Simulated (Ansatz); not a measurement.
**TiAl: energy along a strain**

TiAl, P-6m2, a = 2.867 Å, c = 4.678 Å (as given, not relaxed at this level: -1.1 GPa). The structure is a Materials Project entry; whether it is the stable form wasn't checked. Ansatz: r2SCAN, PAW, 500 eV, Γ-centred 18×18×10 mesh on 2 atoms, Gaussian smearing 0.15 eV; no spin polarisation. Cell vectors (Å): 2.867 0.000 0.000; -1.434 2.483 0.000; 0.000 0.000 4.678. The cell is strained by x per cent times the pattern (0 1 0 0 0 0) in the order xx yy zz yz xz xy (engineering shears), with fractional coordinates held. y is the free energy over the start, V0 = 16.653 Å³/atom.

| x (%) | y (meV/atom) |
| --- | --- |
| -2.00 | 2.69 |
| -1.50 | 1.31 |
| -1.00 | 0.41 |
| -0.50 | ? |
| 0.00 | 0.00 |
| 0.50 | 0.48 |
| 1.00 | 1.40 |
| 1.50 | 2.75 |
| 1.75 | 3.59 |
| 2.00 | 4.53 |

Task: Fit y = c1 x + c2 x² + c3 x³ to the other rows, get the stiffness along the pattern, and predict the missing energy.

Result: Least squares on the rows shown. y = 0.5070 x + 0.9027 x² − 0.01176 x³. The clamped-ion stiffness p·C·p = 2 × 9.027 eV × 160.2 / 16.653 Å³ = 174 GPa, which is C22 in these axes (second derivative at the start, which stands under stress). At x = -0.50 the fit asked for gives -0.03 meV/atom. The run gave -0.03 meV/atom, the same to the digits shown.